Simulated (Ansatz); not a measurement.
# Molybdenum, omega (AlB2-type) under r²SCAN: structure, energy and stiffness, part 2 of 2

What does r²SCAN give for molybdenum in the omega (AlB2-type) structure? We relax it, solve it on a dense k-mesh, then scale the cell to 7 volumes from 88 to 112 % of the relaxed one and try a fit of the equation of state. Spin polarisation is left out. The k-meshes are 8×8×11 for the relaxation; 10×10×16 for the dense run; 9×9×14 for the volumes.

Ansatz 0.2.0; DFT, r2SCAN, plane waves (500 eV) with PAW, scalar-relativistic. Earlier steps stand in the parts before.

### Step 4. Volume × 0.88

Input file input.yaml:

```yaml
crystal:
  lattice:
    - [4.4609138916, 0.0, 0.0]
    - [-2.2304569458, 3.8632647542, 0.0]
    - [0.0, 0.0, 2.4412876145]
  atoms:
    - { symbol: Mo, position: [0.0, 1.0, 1.0] }
    - { symbol: Mo, position: [0.3333333333, 0.6666666667, 0.5] }
    - { symbol: Mo, position: [0.6666666667, 0.3333333333, 0.5] }
hamiltonian:
  xc: r2scan
  pseudopotentials:
    kind: paw
    azcp:
      Mo: "pseudopotentials/Mo.paw.azcp"
basis:
  ecutwfc: 500
  fft_grid_basis: typed
kpoints:
  mp_grid: { grid: [9, 9, 14], shift: [0, 0, 0] }
magnetization:
  spin_polarized: false
scf:
  occupations: { method: fermi_dirac, width: 0.1 }
  lower_state_search: "off"
output:
  stress: true
```

Command:

```bash
$ ansatz run input.yaml --threads 1 --pin off --max-ram 3584MiB --backend cpu --events-out ev --progress --plain --runs-dir out
```

Log (excerpt; [...] marks lines left out):

```text
[...]
Pseudopotentials: kind: paw
Pseudopotential: Mo, paw, valence charge 14, recommended cutoff 500 eV (meta_gga), <dir>
Functional definition: r2SCAN
[...]
Crystal: 3 atoms, lattice volume = 42.072 Å³
Basis set: ecut = 500 eV, 1083 PW (Γ), exchange–correlation on 144×144×72 points (64 copies of the dense FFT grid, shifted against one another)
Bands: 26, of which v1, the nominal top of the filled ones, is band 21 counted from 1 (20 counted from 0)
Symmetry: 24 space group operations
Space group: P6/mmm (ITA 191), of the structure as read, at distance tolerance 3.5e-5 Å
k-points: 96 of 1134
[...]
SCF iter   1: F=-14900.757896 eV  HF=-14900.841024 eV  |F-HF|=8.31e-2  |Δ(HF+E_count)|=         —  Δρ=1.42e-2  dr2=1.28e-1  dr2_τ=6.09e-2  ethr=1.77e-3  ⟨swp⟩=5.1  Hψ=10510  notcnv=0
[...]
SCF iter   7: F=-14900.852005 eV  HF=-14900.852005 eV  |F-HF|=3.20e-9  |Δ(HF+E_count)|=   2.03e-7  Δρ=4.26e-6  dr2=6.63e-9  dr2_τ=1.64e-9  ethr=2.38e-10  ⟨swp⟩=4.1  Hψ=8498  notcnv=0
[...]
SCF converged after 7 iterations
Free energy (F): -14900.852005 eV
[...]
E sigma→0 (E₀):  -14900.799428 eV
Entropy (-TS):   -0.105155 eV (-35.052 meV/atom)
Fermi energy:    23.694914 eV
[...]
--- Stress (GPa, compression-positive) ---
       40.273799      -0.000000      -0.000000
       -0.000000      40.273799       0.000000
       -0.000000       0.000000      43.656714
  P = ⅓ Tr σ = 41.4014 GPa (414.014 kbar)
```

Run time: 20 s. Hardware: 1 thread of Intel Xeon Platinum 8259CL at 2.50GHz (Skylake/Cascade Lake), shared host; peak memory 0.66 GiB.

### Step 5. Volume × 0.92

input.yaml, as its differences from that of step 4:

```diff
@@ -2,5 +2,5 @@
   lattice:
-    - [4.4609138916, 0.0, 0.0]
-    - [-2.2304569458, 3.8632647542, 0.0]
-    - [0.0, 0.0, 2.4412876145]
+    - [4.5275045134, 0.0, 0.0]
+    - [-2.2637522567, 3.9209339244, 0.0]
+    - [0.0, 0.0, 2.4777301158]
   atoms:
```

Command:

```bash
$ ansatz run input.yaml --threads 1 --pin off --max-ram 3584MiB --backend cpu --events-out ev --progress --plain --runs-dir out
```

Log (excerpt; [...] marks lines left out):

```text
[...]
Pseudopotentials: kind: paw
Pseudopotential: Mo, paw, valence charge 14, recommended cutoff 500 eV (meta_gga), <dir>
Functional definition: r2SCAN
[...]
Crystal: 3 atoms, lattice volume = 43.985 Å³
Basis set: ecut = 500 eV, 1119 PW (Γ), exchange–correlation on 144×144×80 points (64 copies of the dense FFT grid, shifted against one another)
Bands: 26, of which v1, the nominal top of the filled ones, is band 21 counted from 1 (20 counted from 0)
Symmetry: 24 space group operations
Space group: P6/mmm (ITA 191), of the structure as read, at distance tolerance 3.5e-5 Å
k-points: 96 of 1134
[...]
SCF iter   1: F=-14901.142694 eV  HF=-14901.239142 eV  |F-HF|=9.64e-2  |Δ(HF+E_count)|=         —  Δρ=1.41e-2  dr2=1.36e-1  dr2_τ=5.49e-2  ethr=1.77e-3  ⟨swp⟩=5.1  Hψ=10496  notcnv=0
[...]
SCF iter   7: F=-14901.243197 eV  HF=-14901.243197 eV  |F-HF|=1.58e-8  |Δ(HF+E_count)|=   1.99e-7  Δρ=5.56e-6  dr2=2.11e-8  dr2_τ=3.04e-9  ethr=2.38e-10  ⟨swp⟩=4.3  Hψ=8819  notcnv=0
[...]
SCF converged after 7 iterations
Free energy (F): -14901.243197 eV
[...]
E sigma→0 (E₀):  -14901.188339 eV
Entropy (-TS):   -0.109716 eV (-36.572 meV/atom)
Fermi energy:    22.517262 eV
[...]
--- Stress (GPa, compression-positive) ---
       24.305943       0.000000       0.000000
        0.000000      24.305943       0.000000
        0.000000       0.000000      25.552365
  P = ⅓ Tr σ = 24.7214 GPa (247.214 kbar)
```

Wall time 15 s (1 thread of Intel Xeon Platinum 8259CL at 2.50GHz (Skylake/Cascade Lake), shared host); peak memory 0.68 GiB.

### Step 6. Volume × 0.96

input.yaml, as its differences from that of step 5:

```diff
@@ -2,5 +2,5 @@
   lattice:
-    - [4.5275045134, 0.0, 0.0]
-    - [-2.2637522567, 3.9209339244, 0.0]
-    - [0.0, 0.0, 2.4777301158]
+    - [4.5921918889, 0.0, 0.0]
+    - [-2.2960959445, 3.9769548349, 0.0]
+    - [0.0, 0.0, 2.5131310432]
   atoms:
```

Command:

```bash
$ ansatz run input.yaml --threads 1 --pin off --max-ram 3584MiB --backend cpu --events-out ev --progress --plain --runs-dir out
```

Log (excerpt; [...] marks lines left out):

```text
[...]
Pseudopotentials: kind: paw
Pseudopotential: Mo, paw, valence charge 14, recommended cutoff 500 eV (meta_gga), <dir>
Functional definition: r2SCAN
[...]
Crystal: 3 atoms, lattice volume = 45.897 Å³
Basis set: ecut = 500 eV, 1179 PW (Γ), exchange–correlation on 144×144×80 points (64 copies of the dense FFT grid, shifted against one another)
Bands: 26, of which v1, the nominal top of the filled ones, is band 21 counted from 1 (20 counted from 0)
Symmetry: 24 space group operations
Space group: P6/mmm (ITA 191), of the structure as read, at distance tolerance 3.6e-5 Å
k-points: 96 of 1134
[...]
SCF iter   1: F=-14901.351112 eV  HF=-14901.453802 eV  |F-HF|=1.03e-1  |Δ(HF+E_count)|=         —  Δρ=1.38e-2  dr2=1.38e-1  dr2_τ=5.16e-2  ethr=1.77e-3  ⟨swp⟩=5.1  Hψ=10199  notcnv=0
[...]
SCF iter   7: F=-14901.454446 eV  HF=-14901.454446 eV  |F-HF|=2.59e-9  |Δ(HF+E_count)|=   3.90e-7  Δρ=4.93e-6  dr2=4.27e-9  dr2_τ=1.49e-9  ethr=2.38e-10  ⟨swp⟩=3.0  Hψ=10013  notcnv=0
[...]
SCF converged after 7 iterations
Free energy (F): -14901.454446 eV
[...]
E sigma→0 (E₀):  -14901.397404 eV
Entropy (-TS):   -0.114084 eV (-38.028 meV/atom)
Fermi energy:    21.431861 eV
[...]
--- Stress (GPa, compression-positive) ---
       11.254077       0.000000       0.000000
        0.000000      11.254077       0.000000
        0.000000       0.000000      10.901702
  P = ⅓ Tr σ = 11.1366 GPa (111.366 kbar)
```

Run time: 15 s. Hardware: 1 thread of Intel Xeon Platinum 8259CL at 2.50GHz (Skylake/Cascade Lake), shared host; peak memory 0.69 GiB.

### Step 7. Volume × 1.0

input.yaml, as its differences from that of step 6:

```diff
@@ -2,5 +2,5 @@
   lattice:
-    - [4.5921918889, 0.0, 0.0]
-    - [-2.2960959445, 3.9769548349, 0.0]
-    - [0.0, 0.0, 2.5131310432]
+    - [4.6551064452, 0.0, 0.0]
+    - [-2.3275532226, 4.0314404388, 0.0]
+    - [0.0, 0.0, 2.5475617743]
   atoms:
```

Command:

```bash
$ ansatz run input.yaml --threads 1 --pin off --max-ram 3584MiB --backend cpu --events-out ev --progress --plain --runs-dir out
```

Log (excerpt; [...] marks lines left out):

```text
[...]
Pseudopotentials: kind: paw
Pseudopotential: Mo, paw, valence charge 14, recommended cutoff 500 eV (meta_gga), <dir>
Functional definition: r2SCAN
[...]
Crystal: 3 atoms, lattice volume = 47.810 Å³
Basis set: ecut = 500 eV, 1251 PW (Γ), exchange–correlation on 144×144×80 points (64 copies of the dense FFT grid, shifted against one another)
Bands: 26, of which v1, the nominal top of the filled ones, is band 21 counted from 1 (20 counted from 0)
Symmetry: 24 space group operations
Space group: P6/mmm (ITA 191), of the structure as read, at distance tolerance 3.6e-5 Å
k-points: 96 of 1134
[...]
SCF iter   1: F=-14901.417413 eV  HF=-14901.518787 eV  |F-HF|=1.01e-1  |Δ(HF+E_count)|=         —  Δρ=1.34e-2  dr2=1.35e-1  dr2_τ=5.01e-2  ethr=1.77e-3  ⟨swp⟩=5.1  Hψ=9860  notcnv=0
[...]
SCF iter   7: F=-14901.518985 eV  HF=-14901.518985 eV  |F-HF|=2.75e-10  |Δ(HF+E_count)|=   5.20e-7  Δρ=5.51e-6  dr2=8.43e-9  dr2_τ=1.51e-9  ethr=2.38e-10  ⟨swp⟩=3.0  Hψ=10093  notcnv=0
[...]
SCF converged after 7 iterations
Free energy (F): -14901.518985 eV
[...]
E sigma→0 (E₀):  -14901.459614 eV
Entropy (-TS):   -0.118743 eV (-39.581 meV/atom)
Fermi energy:    20.429168 eV
[...]
--- Stress (GPa, compression-positive) ---
        0.564218      -0.000000       0.000000
       -0.000000       0.564218       0.000000
        0.000000       0.000000      -0.966360
  P = ⅓ Tr σ = 0.0540 GPa (0.540 kbar)
```

Run time: 20 s. Hardware: 1 thread of Intel Xeon Platinum 8259CL at 2.50GHz (Skylake/Cascade Lake), shared host; peak memory 0.68 GiB.

### Step 8. Volume × 1.04

input.yaml, as its differences from that of step 7:

```diff
@@ -2,5 +2,5 @@
   lattice:
-    - [4.6551064452, 0.0, 0.0]
-    - [-2.3275532226, 4.0314404388, 0.0]
-    - [0.0, 0.0, 2.5475617743]
+    - [4.7163648707, 0.0, 0.0]
+    - [-2.3581824353, 4.0844917915, 0.0]
+    - [0.0, 0.0, 2.5810861685]
   atoms:
@@ -27 +27,5 @@
   stress: true
+  write_density: true
+  write_potential: true
+  elf: true
+  volumetric_format: npy
```

Command:

```bash
$ ansatz run input.yaml --threads 1 --pin off --max-ram 3584MiB --backend cpu --events-out ev --progress --plain --runs-dir out
```

Log (excerpt; [...] marks lines left out):

```text
[...]
Pseudopotentials: kind: paw
Pseudopotential: Mo, paw, valence charge 14, recommended cutoff 500 eV (meta_gga), <dir>
Functional definition: r2SCAN
[...]
Crystal: 3 atoms, lattice volume = 49.722 Å³
Basis set: ecut = 500 eV, 1275 PW (Γ), exchange–correlation on 144×144×80 points (64 copies of the dense FFT grid, shifted against one another)
Bands: 26, of which v1, the nominal top of the filled ones, is band 21 counted from 1 (20 counted from 0)
Symmetry: 24 space group operations
Space group: P6/mmm (ITA 191), of the structure as read, at distance tolerance 3.7e-5 Å
k-points: 96 of 1134
[...]
SCF iter   1: F=-14901.368462 eV  HF=-14901.462256 eV  |F-HF|=9.38e-2  |Δ(HF+E_count)|=         —  Δρ=1.29e-2  dr2=1.27e-1  dr2_τ=5.00e-2  ethr=1.77e-3  ⟨swp⟩=5.0  Hψ=9751  notcnv=0
[...]
SCF iter   7: F=-14901.463900 eV  HF=-14901.463900 eV  |F-HF|=1.40e-8  |Δ(HF+E_count)|=   7.64e-7  Δρ=7.87e-6  dr2=2.95e-8  dr2_τ=2.58e-9  ethr=2.38e-10  ⟨swp⟩=6.4  Hψ=16538  notcnv=0
[...]
SCF converged after 7 iterations
Free energy (F): -14901.463900 eV
[...]
E sigma→0 (E₀):  -14901.401986 eV
Entropy (-TS):   -0.123829 eV (-41.276 meV/atom)
Fermi energy:    19.499915 eV
[...]
--- Stress (GPa, compression-positive) ---
       -8.158465       0.000000       0.000000
        0.000000      -8.158465       0.000000
        0.000000       0.000000     -10.604419
  P = ⅓ Tr σ = -8.9738 GPa (-89.738 kbar)
--- Band table (eV; the first three rows and the last of 96) ---
  k-point 0: bands = ["-43.5563", "-43.3550", "-43.2040", "-16.9721", "-16.9721", "-16.9348", "-16.9348", "-16.1329", "-16.1329", "-16.0742", "-15.8588", "-15.7758", "12.2645", "14.7128", "16.5416", "16.9762", "17.2203", "17.2203", "17.2751", "17.2751", "18.9971", "18.9971", "21.3701", [...]
[...]
```

It took 21 s on 1 thread of Intel Xeon Platinum 8259CL at 2.50GHz (Skylake/Cascade Lake), shared host; peak memory 0.7 GiB.

Density in a lattice plane of the grid's cell (edges 4.72 and 4.72 Å, at 0.500 of the third edge), which holds Mo.

Ten even steps from ' ' (0.25 e/Å³) to '@' (6.51 e/Å³):
```
                                                
                      ..                        
                ..::--::....                    
            ..--++****++--..                    
          ..==##@@@@@@##==..                    
        ..==##@@@@@@@@**--..                    
        ::**@@@@@@@@%%==..                      
      ..--##@@@@@@%%++::                        
      ..--**####**==::            ........      
      ..::--==--::..          ..::--==--::..    
        ........            ::==**####**--..    
                          ::++%%@@@@@@##--..    
                        ..==%%@@@@@@@@**::      
                      ..--**@@@@@@@@##==..      
                      ..==##@@@@@@##==..        
                      ..--++****++--..          
                      ....::--::..              
                          ..                    
                                                
                                                
```
Columns run along the first of these edges and rows up along the second, over one cell in 24 and 20 even steps from the bottom left corner. Atoms in the plane (fractional): Mo at (0.33, 0.67), Mo at (0.67, 0.33).

ELF in the same plane.

Values, 12 rows by 12 columns:
```
0.31 0.33 0.43 0.35 0.24 0.29 0.29 0.24 0.36 0.43 0.33 0.31
0.36 0.43 0.30 0.25 0.59 0.70 0.59 0.25 0.30 0.43 0.36 0.33
0.48 0.35 0.25 0.71 0.71 0.71 0.71 0.25 0.35 0.48 0.43 0.43
0.43 0.24 0.59 0.71 0.29 0.70 0.59 0.24 0.43 0.35 0.30 0.36
0.34 0.29 0.70 0.71 0.70 0.70 0.29 0.34 0.24 0.25 0.25 0.24
0.32 0.29 0.59 0.71 0.59 0.29 0.32 0.29 0.59 0.71 0.59 0.29
0.34 0.24 0.25 0.25 0.24 0.34 0.29 0.70 0.70 0.71 0.70 0.29
0.43 0.36 0.30 0.35 0.43 0.24 0.59 0.70 0.29 0.71 0.59 0.24
0.48 0.43 0.43 0.48 0.35 0.25 0.71 0.71 0.71 0.71 0.25 0.35
0.36 0.33 0.36 0.43 0.30 0.25 0.59 0.70 0.59 0.25 0.30 0.43
0.31 0.31 0.33 0.43 0.36 0.24 0.29 0.29 0.24 0.35 0.43 0.33
0.32 0.31 0.36 0.48 0.43 0.34 0.32 0.34 0.43 0.48 0.36 0.31
```
Columns run along the first of these edges and rows up along the second, over one cell in 12 and 12 even steps from the bottom left corner. Atoms in the plane (fractional): Mo at (0.33, 0.67), Mo at (0.67, 0.33).

Both are smooth fields of the valence electrons: close to the nuclei they are not physical.

Maxima of ELF outside the ion cores: 0.48 between the atoms, 1.7 Å from Mo.

### Step 9. Volume × 1.08

input.yaml, as its differences from that of step 8:

```diff
@@ -2,5 +2,5 @@
   lattice:
-    - [4.7163648707, 0.0, 0.0]
-    - [-2.3581824353, 4.0844917915, 0.0]
-    - [0.0, 0.0, 2.5810861685]
+    - [4.7760720303, 0.0, 0.0]
+    - [-2.3880360151, 4.1361997085, 0.0]
+    - [0.0, 0.0, 2.6137616141]
   atoms:
```

Command:

```bash
$ ansatz run input.yaml --threads 1 --pin off --max-ram 3584MiB --backend cpu --events-out ev --progress --plain --runs-dir out
```

Log (excerpt; [...] marks lines left out):

```text
[...]
Pseudopotentials: kind: paw
Pseudopotential: Mo, paw, valence charge 14, recommended cutoff 500 eV (meta_gga), <dir>
Functional definition: r2SCAN
[...]
Crystal: 3 atoms, lattice volume = 51.634 Å³
Basis set: ecut = 500 eV, 1287 PW (Γ), exchange–correlation on 144×144×80 points (64 copies of the dense FFT grid, shifted against one another)
Bands: 26, of which v1, the nominal top of the filled ones, is band 21 counted from 1 (20 counted from 0)
Symmetry: 24 space group operations
Space group: P6/mmm (ITA 191), of the structure as read, at distance tolerance 3.7e-5 Å
k-points: 96 of 1134
[...]
SCF iter   1: F=-14901.225711 eV  HF=-14901.306326 eV  |F-HF|=8.06e-2  |Δ(HF+E_count)|=         —  Δρ=1.23e-2  dr2=1.14e-1  dr2_τ=5.07e-2  ethr=1.77e-3  ⟨swp⟩=5.1  Hψ=9675  notcnv=0
[...]
SCF iter   7: F=-14901.311473 eV  HF=-14901.311473 eV  |F-HF|=3.06e-9  |Δ(HF+E_count)|=   1.34e-7  Δρ=3.89e-6  dr2=9.06e-9  dr2_τ=1.90e-9  ethr=2.38e-10  ⟨swp⟩=9.0  Hψ=16288  notcnv=0
[...]
SCF converged after 7 iterations
Free energy (F): -14901.311473 eV
[...]
E sigma→0 (E₀):  -14901.246917 eV
Entropy (-TS):   -0.129111 eV (-43.037 meV/atom)
Fermi energy:    18.636269 eV
[...]
--- Stress (GPa, compression-positive) ---
      -15.248594       0.000000       0.000000
        0.000000     -15.248594       0.000000
        0.000000       0.000000     -18.441298
  P = ⅓ Tr σ = -16.3128 GPa (-163.128 kbar)
--- Band table (eV; the first three rows and the last of 96) ---
  k-point 0: bands = ["-44.4312", "-44.2409", "-44.1045", "-17.8063", "-17.8063", "-17.7895", "-17.7895", "-17.0656", "-17.0656", "-17.0176", "-16.8181", "-16.7416", "11.5326", "14.0499", "15.7669", "16.2226", "16.4344", "16.4344", "16.4933", "16.4933", "18.1779", "18.1779", "20.4389", [...]
[...]
```

Run time: 26 s. Hardware: 1 thread of Intel Xeon Platinum 8259CL at 2.50GHz (Skylake/Cascade Lake), shared host; peak memory 0.7 GiB.

### Step 10. Volume × 1.12

input.yaml, as its differences from that of step 9:

```diff
@@ -2,5 +2,5 @@
   lattice:
-    - [4.7760720303, 0.0, 0.0]
-    - [-2.3880360151, 4.1361997085, 0.0]
-    - [0.0, 0.0, 2.6137616141]
+    - [4.834322552, 0.0, 0.0]
+    - [-2.417161276, 4.1866461401, 0.0]
+    - [0.0, 0.0, 2.6456398975]
   atoms:
@@ -27,5 +27 @@
   stress: true
-  write_density: true
-  write_potential: true
-  elf: true
-  volumetric_format: npy
```

Command:

```bash
$ ansatz run input.yaml --threads 1 --pin off --max-ram 3584MiB --backend cpu --events-out ev --progress --plain --runs-dir out
```

Log (excerpt; [...] marks lines left out):

```text
[...]
Pseudopotentials: kind: paw
Pseudopotential: Mo, paw, valence charge 14, recommended cutoff 500 eV (meta_gga), <dir>
Functional definition: r2SCAN
[...]
Crystal: 3 atoms, lattice volume = 53.547 Å³
Basis set: ecut = 500 eV, 1311 PW (Γ), exchange–correlation on 144×144×80 points (64 copies of the dense FFT grid, shifted against one another)
Bands: 26, of which v1, the nominal top of the filled ones, is band 21 counted from 1 (20 counted from 0)
Symmetry: 24 space group operations
Space group: P6/mmm (ITA 191), of the structure as read, at distance tolerance 3.8e-5 Å
k-points: 96 of 1134
[...]
SCF iter   1: F=-14901.007087 eV  HF=-14901.070322 eV  |F-HF|=6.32e-2  |Δ(HF+E_count)|=         —  Δρ=1.17e-2  dr2=9.85e-2  dr2_τ=5.19e-2  ethr=1.77e-3  ⟨swp⟩=5.1  Hψ=9519  notcnv=0
[...]
SCF iter   7: F=-14901.080007 eV  HF=-14901.080007 eV  |F-HF|=3.42e-9  |Δ(HF+E_count)|=   1.83e-7  Δρ=3.55e-6  dr2=3.68e-9  dr2_τ=1.43e-9  ethr=2.38e-10  ⟨swp⟩=4.0  Hψ=8740  notcnv=0
[...]
SCF converged after 7 iterations
Free energy (F): -14901.080007 eV
[...]
E sigma→0 (E₀):  -14901.012817 eV
Entropy (-TS):   -0.134381 eV (-44.794 meV/atom)
Fermi energy:    17.831750 eV
[...]
--- Stress (GPa, compression-positive) ---
      -20.991513       0.000000       0.000000
        0.000000     -20.991513       0.000000
        0.000000       0.000000     -24.804375
  P = ⅓ Tr σ = -22.2625 GPa (-222.625 kbar)
```

It took 22 s on 1 thread of Intel Xeon Platinum 8259CL at 2.50GHz (Skylake/Cascade Lake), shared host; peak memory 0.7 GiB.

### Step 11. Energy and pressure against volume

All volumes keep the relaxed shape and fractional coordinates.

```
V (Å³/atom)  E − E₀ (meV/atom)  P from the stress (GPa)  P from the fit (GPa)
     14.024              220.0                    41.40                 41.29
     14.662               90.4                    24.72                 24.52
     15.299               20.7                    11.14                 10.92
     15.937               -0.1                     0.05                 -0.14
     16.574               19.1                    -8.97                 -9.17
     17.211               70.8                   -16.31                -16.53
     17.849              148.9                   -22.26                -22.55
```

Fit (Birch-Murnaghan, third order): V₀ = 15.927 Å³/atom, B₀ = 250 GPa, B₀′ = 4.1, largest residual 0.08 meV/atom.

The fit is made to E(σ → 0), while the stress belongs to the free energy F; that is one source of the offset between the two pressures.

### Step 12. Outcome

The summary covers parts 1 to 2.

| quantity | value |
| --- | --- |
| space group (spins left aside) | P6/mmm (No. 191) |
| conventional cell | a = 4.655 Å, c = 2.548 Å (c/a = 0.547) |
| volume | 15.937 Å³/atom |
| shortest distance | 2.548 Å |
| gap on the mesh | none (levels filled in part) |
| relative to bcc | +446 meV/atom |
| V₀, B₀, B₀′ | 15.927 Å³/atom, 250 GPa, 4.1 |

The relaxation enlarged the cell by 2.2 % in volume. Against the reference form of molybdenum (bcc, computed apart with the same settings) it stands 446 meV/atom higher, so it is far from stable. Levels at the Fermi energy are filled in part, as in a metal. The fitted modulus is 250 GPa; letting shape and positions relax at each volume could only lower it. Relaxation kept the symmetry; phonons were not checked.
